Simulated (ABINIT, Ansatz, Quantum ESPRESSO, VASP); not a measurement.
## GaP: highest zone-centre phonon by level of theory

```cif
data_structure
_symmetry_space_group_name_H-M 'F-43m'
_symmetry_Int_Tables_number 216
_cell_length_a 5.4505
_cell_length_b 5.4505
_cell_length_c 5.4505
_cell_angle_alpha 90.000
_cell_angle_beta 90.000
_cell_angle_gamma 90.000
_cell_volume 161.92
loop_
_atom_site_label
_atom_site_type_symbol
_atom_site_symmetry_multiplicity
_atom_site_Wyckoff_symbol
_atom_site_fract_x
_atom_site_fract_y
_atom_site_fract_z
_atom_site_occupancy
Ga1 Ga 4 a 0.00000 0.00000 0.00000 1
P1 P 4 c 0.25000 0.25000 0.25000 1
```

| rung | level | program and potentials | cutoff (eV) | k mesh | smearing | task | spin | highest zone-centre phonon (cm⁻¹) | notes |
| --- | --- | --- | --- | --- | --- | --- | --- | --- | --- |
| LDA | LDA | Ansatz, all-electron LAPW, scalar-relativistic | - | 6 × 6 × 6 | fermi-dirac 0.05 | phonons | off | 351 | - |
| LDA | LDA | Quantum ESPRESSO, PseudoDojo 0.4.1 SR LDA standard | 1088 | 6 × 6 × 6, shifted | fermi-dirac 0.05 | phonons | off | 365 | cell relaxed first (19.55 Å³/atom) |
| LDA | LDA | VASP, LDA PAW files Ga_d, P, 520 eV | 520 | 8 × 8 × 8 | fermi-dirac 0.05 | Born charges and dielectric tensor | off | 350 | - |
| LDA | LDA | VASP, LDA PAW files Ga_d, P, 600 eV | 600 | 6 × 6 × 6 | fermi-dirac 0.05 | phonons | off | 364 | cell relaxed first (19.62 Å³/atom) |
| GGA | PBE | ABINIT, PseudoDojo NC FR PBE v0.4 standard | 980 | 4 × 4 × 4, 4 shifts | fixed | phonon dispersion | SOC, no magnetisation | 358 | - |
| GGA | PBE | Ansatz, all-electron LAPW, scalar-relativistic | - | 6 × 6 × 6 | fermi-dirac 0.05 | phonons | off | 358 | - |
| GGA | PBE | Ansatz, all-electron LAPW, scalar-relativistic | - | 8 × 8 × 8 | fermi-dirac 0.05 | phonons | off | 357 | - |
| GGA | PBE | Quantum ESPRESSO, PseudoDojo 0.4.1 SR PBE standard | 1088 | 6 × 6 × 6, shifted | fermi-dirac 0.05 | phonons | off | 345 | cell relaxed first (20.88 Å³/atom) |
| GGA | PBE | VASP, PBE PAW files Ga_d, P, 520 eV | 520 | 8 × 8 × 8 | fermi-dirac 0.05 | Born charges and dielectric tensor | off | 356 | - |
| GGA | PBE | VASP, PBE PAW files Ga_d, P, 600 eV | 600 | 6 × 6 × 6 | fermi-dirac 0.05 | phonons | off | 344 | cell relaxed first (20.86 Å³/atom) |
| GGA | RPBE | Quantum ESPRESSO, PseudoDojo 0.4.1 SR PBE standard | 1088 | 6 × 6 × 6, shifted | fermi-dirac 0.05 | phonons | off | 337 | potentials made for PBE; cell relaxed first (21.42 Å³/atom) |
| non-local van der Waals functional | vdW-DF-cx | Quantum ESPRESSO, PseudoDojo 0.4.1 SR PBE standard | 1088 | 6 × 6 × 6, shifted | fermi-dirac 0.05 | phonons | off | 355 | potentials made for PBE; cell relaxed first (20.30 Å³/atom) |
| meta-GGA | r2SCAN | VASP, PBE PAW files Ga_d, P, 600 eV | 600 | 6 × 6 × 6 | gaussian 0.05 | elastic constants | off | 362 | potentials made for PBE |

Smearing widths are in eV. The cell comes from a database and isn't always the measured one. Meshes differ between rows, which moves values too. All levels ran on this one cell, unrelaxed unless noted. Frequencies are at q = 0 without the long-range field, so in polar crystals they are those of transverse modes; the cell's volume weighs on them. Meshes are those of the run's cell of 2 atoms unless a note names another. Runs on faulty files, with rough fits or with known faults for this quantity aren't shown.

By rung: LDA 350 to 351; LDA in relaxed cells 364 to 365; GGA 356 to 358; GGA in relaxed cells 337 to 345; non-local van der Waals functional in relaxed cells 355; meta-GGA 362 (cm⁻¹).
